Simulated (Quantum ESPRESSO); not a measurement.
The system is In3Sb.

```
Sb In
1.0
     4.83696    0.00000    0.00000
     0.00000    4.83696    0.00000
     0.00000    0.00000    4.83696
Sb In
1 3
Direct
  0.00000 0.00000 0.00000
  0.00000 0.50000 0.50000
  0.50000 0.00000 0.50000
  0.50000 0.50000 0.00000
```

The cell comes from a database or a generator and needn't be the stable form of this composition.

- Program: Quantum ESPRESSO 7.5
- Task: single point
- Functional: PBEsol
- Potentials or basis: GBRV 1.5 PBEsol
- Cutoff: 762 eV
- Density cutoff: 6095 eV
- k mesh: 6 × 6 × 6
- Occupations: fermi-dirac, width 0.05 eV
- Spin: no spin polarisation

On this cell: pressure -2.7 GPa; largest force zero by symmetry; band gap on the k mesh none (metal or under the smearing width).

The same run follows on a disturbed copy (atoms moved at random, drawn with an rms of 0.05 Å):

```
Sb In
1.0
     4.83696    0.00000    0.00000
     0.00000    4.83696    0.00000
     0.00000    0.00000    4.83696
Sb In
1 3
Direct
  0.00136 0.00527 0.01176
  0.00178 0.49437 0.50751
  0.50510 0.01187 0.49896
  0.50608 0.50228 0.00187
```

Q: What does the disturbed cell give?

A: The energy (extrapolated to zero smearing) moves by +1.3 meV/atom; pressure -2.7 GPa; largest force 0.110 eV/Å; band gap on the k mesh none (metal or under the smearing width).

Forces on the atoms (eV/Å):
```
Sb   0.013 -0.042  0.001
In   0.037  0.088 -0.007
In  -0.023 -0.105  0.023
In  -0.026  0.060 -0.016
```
